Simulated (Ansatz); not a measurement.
Computed with DFT PBE, scalar-relativistic, plane waves, PAW (Ansatz 0.2.0). Settings: cutoff 420 eV, Γ-centred meshes spaced at most about 0.3 Å⁻¹, and about 0.25 Å⁻¹ or finer for metals (2π included), Gaussian smearing. No spin polarisation in the final relaxations.

All energies are static (0 K, no zero-point motion). All come from trial cells, and lower structures may exist.

Question: These unrelaxed guesses for HfH6 are each relaxed within their symmetry. Order them by the energy at which they end, lowest first.
1.

```xyz
7
Lattice="-2.4662 2.4662 2.4290 2.4662 -2.4662 2.4290 2.4662 2.4662 -2.4290" Properties=species:S:1:pos:R:3 pbc="T T T"
Hf    0.0000    0.0000    0.0000
H     1.4461    0.0000    0.0000
H     3.4862    0.0000    0.0000
H     0.0000    1.4461    0.0000
H     0.0000    3.4862    0.0000
H     0.0000    2.4662    0.0000
H     2.4662    0.0000    0.0000
```

2.

```xyz
7
Lattice="3.9468 0.0000 0.0000 0.0000 3.9468 0.0000 0.0000 0.0000 3.9468" Properties=species:S:1:pos:R:3 pbc="T T T"
Hf    0.0000    0.0000    0.0000
H     0.7795    1.9734    1.9734
H     1.9734    0.7795    1.9734
H     3.1673    1.9734    1.9734
H     1.9734    3.1673    1.9734
H     1.9734    1.9734    0.7795
H     1.9734    1.9734    3.1673
```

Answer: 1 (ends in I4/mmm, 0 meV/atom), 2 (ends in Pm-3m, 62 meV/atom). Even the lowest end lies +0.57 eV/atom against the elements.

These runs have no spin–orbit coupling, which can matter for Hf. With hydrogen, zero-point motion can shift such differences by 10 meV/atom or more. Cells relaxed within their symmetry can be saddle points. Some structure types and database cells were kept out of the candidates from the start, so a known form may be missing.
